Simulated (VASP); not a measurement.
## PbS: relaxation of the atoms with BLYP+D3

Crystal: PbS.

```
Pb S
1.0
     2.11266    1.21975    3.45192
    -2.11266    1.21975    3.45192
     0.00000   -2.43949    3.45192
Pb S
1 1
Direct
  0.97816 0.98021 0.97832
  0.47497 0.47751 0.47904
```

The cell is a database's computed one.

The cell isn't the ideal one: atoms moved at random, drawn with an rms of 0.02 Å.

```json
{"Program": "VASP 6.6.1", "Task": "relaxation of the atoms", "Functional": "BLYP", "Dispersion": "D3", "Potentials or basis": "VASP PAW PBE potentials, release 64 (Pb_d, S)", "Cutoff": "520 eV", "k mesh": "6 × 6 × 6", "Occupations": "gaussian, width 0.1 eV", "Spin": "spin-orbit coupling, no magnetisation", "Atoms held fixed (from 0)": "[0]", "Further INCAR settings": "ALGO = Normal; EDIFF = 1e-06; IBRION = 2; EDIFFG = -0.01; NSW = 40"}
```

```json
{
  "Pressure after relaxing": "2.4 GPa",
  "Valence electrons inside the program's atomic spheres": "Pb 11.86; S 3.71",
  "Dispersion energy per atom": "-0.380 eV"
}
```

Final structure:
```
Pb S
1.0
     2.11266    1.21975    3.45192
    -2.11266    1.21975    3.45192
     0.00000   -2.43949    3.45192
Pb S
1 1
Direct
  0.97816 0.98021 0.97832
  0.47497 0.47751 0.47904
```

Run time: 9.6 min on 1 thread of Intel(R) Xeon(R) Platinum 8488C (Sapphire Rapids) (shared host), peak memory 0.63 GiB.

Caveat: the relaxation stopped at its first step, so nothing moved; the PAW data sets were made with another functional, which shifts forces and pressure a little.
